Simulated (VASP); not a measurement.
Write the native input for VASP 6.6.1 that does the following.

| Item | Value |
| --- | --- |
| Task | relaxation of cell and atoms |
| Functional | LDA |
| Potentials or basis | VASP PAW LDA potentials, release 64 (Ta_pv) |
| Cutoff | 520 eV |
| k mesh | 18 × 18 × 18 |
| Occupations | gaussian, width 0.1 eV |
| Spin | no spin polarisation |
| Further INCAR settings | ALGO = Normal; EDIFF = 1e-07; IBRION = 2; EDIFFG = -0.002; NSW = 80; ISIF = 3 |

The structure of Ta lies in POSCAR:

```
Ta
1.0
   -1.6512800000      1.6512800000      1.6512800000
    1.6512800000     -1.6512800000      1.6512800000
    1.6512800000      1.6512800000     -1.6512800000
Ta
1
Direct
    0.0000000000      0.0000000000      0.0000000000
```

These files were run (other wordings do the same):

INCAR

```
ALGO = Normal
EDIFF = 1E-7
EDIFFG = -0.002
ENCUT = 520
GGA = CA
IBRION = 2
ISIF = 3
ISMEAR = 0
LASPH = T
LCHARG = F
LREAL = F
LWAVE = F
NELM = 80
NSW = 80
PREC = Accurate
SIGMA = 0.1
```

KPOINTS

```
k-points
0
Gamma
  18 18 18
```

Potentials or basis: VASP PAW LDA potentials, release 64 (Ta_pv).

The run is started by

```bash
$ cat potpaw_LDA.64/Ta_pv/POTCAR > POTCAR
$ mpirun -np 1 vasp_std > vasp.out
```

It gave:

* Relaxed volume: 17.28 Å³/atom
* Relaxed cell: a = 2.821 Å, b = 2.821 Å, c = 2.821 Å, α = 109.47°, β = 109.47°, γ = 109.47°
* Space group after relaxing (to 0.05 Å): Im-3m (No. 229)
* Energy gained by relaxing: 20.1 meV/atom
* Ionic steps: 7
* Pressure after relaxing: 0.0 GPa
* Band gap on the k mesh: none (metal or under the smearing width)

It took 52 s on 1 thread of Intel(R) Xeon(R) Platinum 8488C (Sapphire Rapids) (shared host), peak memory 0.17 GiB.
